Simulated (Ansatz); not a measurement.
Elastic constants of C: input and output

All numbers below come from DFT PBE, scalar-relativistic, plane waves, PAW (Ansatz).

Launched with:
```bash
ansatz run input.yaml --threads 1 --pin off --max-ram 3072MiB --backend cpu --events-out ev --progress --plain --runs-dir out
```

Input (bare energies are in eV):
```yaml
crystal:
  lattice:
    - [0.0, 2.1360234598, 4.3782627205]
    - [1.233234936, 0.0, 4.3782627205]
    - [1.233234936, 2.1360234598, 0.0]
  atoms:
    - { symbol: C, position: [0.1666701063, 0.8333298937, 0.1666701063] }
    - { symbol: C, position: [0.8333298937, 0.1666701063, 0.8333298937] }
basis:
  ecutwfc: 420
kpoints:
  mp_grid: { grid: [14, 14, 14] }
hamiltonian:
  xc: pbe
scf:
  occupations: { method: fixed }
output:
  forces: true
  stress: true
  eigenvalues: true
elastic:
  mode: relaxed_ion
  stencil: two_point
```

From the output:
```
--- Elastic constants: 6 strain directions × 2 members + reference (group order 8) ---
  dense FFT box of the reference and of every strained cell: 36×32×18
  strains applied: 11, 22, 33, 23, 13, 12; error gains: componentwise 1.00 (the most a stress slope's error grows in a printed constant), spectral 1.00 (1 for all six strains in a standard setting)
  C = ∂σ_k/∂η_j (tension-positive GPa; Voigt order 11 22 33 23 13 12):
       806.272    142.020     -0.229     -0.000     -0.000      0.000
       142.082    806.204     -0.241     -0.000     -0.000      0.000
        -0.203     -0.213      1.366      0.000     -0.000     -0.000
         0.000      0.000      0.000     -0.079      0.000      0.000
         0.000      0.000      0.000     -0.000      0.252     -0.000
        -0.000      0.000      0.000      0.000     -0.000    332.065
  reference stress σ⁰ (GPa):     -0.000     -0.001     -0.009      0.000      0.000      0.000
  C* (energy form; C + prestress term) asymmetry max|C*_kj − C*_jk| = 6.197e-2 GPa — a small one proves nothing (zero by symmetry where the batch's group is 432, −43m or m−3m); a large one is finite-difference/SCF noise where every solve ...
  moduli (Voigt/Reuss/Hill, GPa): K = 210.78/1.36/106.07   G = 164.60/-0.65/81.97   E = 195.55   ν = 0.193
  mechanically stable: NO (min eigenvalue of sym C = -0.08 GPa)
  the cell is mechanically unstable, and its weakest contacts join parallel layers: if it is meant as a slab among its images, read the layer's verdict in place of the crystal's
  the layer in its plane, per area (N/m: the tensor there times 4.3783 Å, the cell's volume per area; the error gains are the tensor's), 1 along (-0.500, 0.866, 0.000), 2 along (0.866, 0.500, 0.000):
    C11 = 352.98   C22 = 352.99   C12 = 62.20   C66 = 145.40   C16 = -0.00   C26 = -0.01
  moduli of the layer (Voigt/Reuss/Hill, N/m): K = 207.59/207.59/207.59   G = 145.39/145.39/145.39   E = 342.03   ν = 0.176
  mechanically stable in its plane: yes (min eigenvalue of those constants = 145.40 N/m; a buckling out of the plane is not judged)
  the stresses are not corrected for the forces that the relaxations left standing (`elastic.f_tol`)
  strain η (Voigt 11):  stress-route row diagonal C_11 = 806.27 GPa, energy-path curvature d²(F+E_count+ΔE)/dδ²/Ω₀ = 806.52 GPa
         δ    σ_11 (GPa) F (eV) n_scf n_hpsi n_pw
    -2.000e-3      -1.6218        -501.8883252       4   50882    468   relax 3 steps, max|allowed force component| 8.82e-6 eV/Å
     2.000e-3       1.6033        -501.8883283       4   50919    468   relax 3 steps, max|allowed force component| 8.49e-8 eV/Å
  strain η (Voigt 22):  stress-route row diagonal C_22 = 806.20 GPa, energy-path curvature d²(F+E_count+ΔE)/dδ²/Ω₀ = 806.36 GPa
         δ    σ_22 (GPa) F (eV) n_scf n_hpsi n_pw
    -2.000e-3      -1.6214        -501.8883254       4   50879    468   relax 3 steps, max|allowed force component| 9.02e-6 eV/Å
     2.000e-3       1.6034        -501.8883259       4   51066    468   relax 3 steps, max|allowed force component| 3.56e-7 eV/Å
  strain η (Voigt 33):  stress-route row diagonal C_33 = 1.37 GPa, energy-path curvature d²(F+E_count+ΔE)/dδ²/Ω₀ = 1.69 GPa
         δ    σ_33 (GPa) F (eV) n_scf n_hpsi n_pw
    -2.000e-3      -0.0115        -501.8885468       4   50692    468   relax 2 steps, max|allowed force component| 3.75e-5 eV/Å
     2.000e-3      -0.0060        -501.8885663       4   50861    468   relax 1 steps, max|allowed force component| 6.31e-6 eV/Å
  strain η (Voigt 23):  stress-route row diagonal C_44 = -0.08 GPa, energy-path curvature d²(F+E_count+ΔE)/dδ²/Ω₀ = 0.03 GPa
         δ    σ_23 (GPa) F (eV) n_scf n_hpsi n_pw
    -2.000e-3       0.0002        -501.8885597       4   89038    468   relax 1 steps, max|allowed force component| 2.60e-5 eV/Å
     2.000e-3      -0.0002        -501.8885597       4   88977    468   relax 1 steps, max|allowed force component| 2.60e-5 eV/Å
  strain η (Voigt 13):  stress-route row diagonal C_55 = 0.25 GPa, energy-path curvature d²(F+E_count+ΔE)/dδ²/Ω₀ = 0.42 GPa
         δ    σ_13 (GPa) F (eV) n_scf n_hpsi n_pw
    -2.000e-3      -0.0005        -501.8885595       4   89052    468   relax 1 steps, max|allowed force component| 2.94e-5 eV/Å
     2.000e-3       0.0005        -501.8885595       4   88992    468   relax 1 steps, max|allowed force component| 2.94e-5 eV/Å
  strain η (Voigt 12):  stress-route row diagonal C_66 = 332.07 GPa, energy-path curvature d²(F+E_count+ΔE)/dδ²/Ω₀ = 332.20 GPa
         δ    σ_12 (GPa) F (eV) n_scf n_hpsi n_pw
    -2.000e-3      -0.6641        -501.8884660       5   95685    468   relax 3 steps, max|allowed force component| 8.57e-6 eV/Å
     2.000e-3       0.6641        -501.8884660       4   88740    468   relax 3 steps, max|allowed force component| 8.57e-6 eV/Å
```

It took 4 min on 1 thread of Arm Neoverse V1 (shared host), peak memory 0.45 GiB.

The crystal is built of layers and no dispersion correction was added, so the binding between them is poorly described, and with it their spacing and whatever depends on it.

As the tensor has a negative eigenvalue, the Reuss and Hill moduli of a polycrystal, and E and ν formed from them, have no physical meaning here.

This form isn't the element's structure at ambient conditions.